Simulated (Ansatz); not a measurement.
# α-phase Li3N

Level of theory: PBE0 (PAW; Ansatz, a first-principles code).

Run with plane-wave cutoff 460 eV, 9×9×8 k mesh (along the axes of the cell as run), Fermi–Dirac smearing 0.01 eV, scalar-relativistic PAW data made under PBE.

Cell (relaxed at this level):

Li$_{3}$N has the hexagonal space group P6/mmm (No. 191), Pearson symbol hP4. Cell: a = 3.5957 Å, b = 3.5957 Å, c = 3.8404 Å, α = 90.00°, β = 90.00°, γ = 120.00°. Li1 on 2c is coordinated by 3 N at 2.076 Å (trigonal planar). Li2 on 1b sees 2 N at 1.920 Å (linear). N on 1a is surrounded by 2 Li at 1.920 Å and 6 Li at 2.076 Å. (Neighbours: up to the widest gap in distance over summed covalent radii, below 1.35, at either atom; cation-cation and far metal-metal contacts left out.)

For α-phase Li3N, the band gap comes out as 2.71 eV (on the SCF k mesh).

Measured, for comparison: band gap 2.15 eV (4 K, zero-point motion not removed, indirect, optical absorption, E parallel c; as tabulated in Brendecke and Bludau (1979), doi:10.1063/1.326533). Computed (rounded) less measured: band gap +0.56 eV.

The result took about 15 core-minutes (a rough figure).
